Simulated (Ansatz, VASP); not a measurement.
**One calculation of K, two programs**

File INCAR:

```
PREC = Accurate ; ENCUT = 520
EDIFF = 1E-6 ; ISMEAR = 0
SIGMA = 0.15 ; LREAL = F
LASPH = T ; NELM = 60
ALGO = Normal ; ISIF = 2
LWAVE = F ; LCHARG = T
GGA = PS ; LELF = T
LVHAR = T ; NBANDS = 10
```

KPOINTS

```
Automatic mesh
0
Gamma
  14 14 14
```

POSCAR

```
K
1.0
   -2.6180000000      2.6180000000      2.6180000000
    2.6180000000     -2.6180000000      2.6180000000
    2.6180000000      2.6180000000     -2.6180000000
K
1
Direct
    0.0000000000      0.0000000000      0.0000000000
```

Input for Ansatz:

```yaml
crystal:
  lattice:
    - [-2.618, 2.618, 2.618]
    - [2.618, -2.618, 2.618]
    - [2.618, 2.618, -2.618]
  atoms:
    - { symbol: K, position: [0.0, 0.0, 0.0] }
basis:
  ecutwfc: 420
kpoints:
  mp_grid: { grid: [14, 14, 14] }
hamiltonian:
  xc: pbesol
scf:
  occupations: { method: gaussian, width: 0.15 }
output:
  forces: true
  stress: true
  eigenvalues: true
```

Alike in both runs: task single point; functional PBEsol; k mesh 14 × 14 × 14; occupations gaussian, width 0.15 eV; no spin polarisation.

|  | VASP | Ansatz |
| --- | --- | --- |
| version | VASP 6.6.1 | Ansatz 0.2.0 |
| potentials or method | VASP PAW PBE potentials, release 64 (K_sv) | scalar-relativistic, plane waves, PAW |
| plane-wave cutoff (eV) | 520 | 420 |
| valence electrons in the cell | 9 | 9 |

Ansatz gave:

- gap on the k mesh at the Fermi level (eV): none
- pressure (GPa): 0.0

**Question.** Estimate VASP's values.

**Answer.** gap on the k mesh at the Fermi level (eV): none; pressure (GPa): -0.1.

A gap of «none» marks a metal or a gap that the smearing closes.

Caveats: the PAW data sets were made with another functional, which shifts forces and pressure a little (VASP).
